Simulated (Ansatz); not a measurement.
AlPt:

```
Pt Al
1.0
     3.09155    0.00000    0.00000
     0.00000    3.09155    0.00000
     0.00000    0.00000    3.09155
Pt Al
1 1
Direct
  0.50000 0.50000 0.50000
  0.00000 0.00000 0.00000
```

Measurements of this composition are mostly on another form, of space group No. 198.

Base run:

| Item | Value |
| --- | --- |
| Program | Ansatz 0.2.0 |
| Functional | LDA |
| Potentials or basis | all-electron LAPW, scalar-relativistic |
| Cutoff | 230 eV (chosen from the basis error) |
| Basis error allowed | 0.001 eV/atom |
| k mesh | 9 × 9 × 9 |
| Occupations | fermi-dirac, width 0.05 eV |
| Spin | no spin polarisation |

Its results: pressure -9.8 GPa.

Problem. The run is repeated on the same cell with these changes: functional from LDA to PBEsol. What comes out?

Solution. Pressure -5.7 GPa.

PBEsol binds less tightly than LDA, so the same cell stands under more pressure.
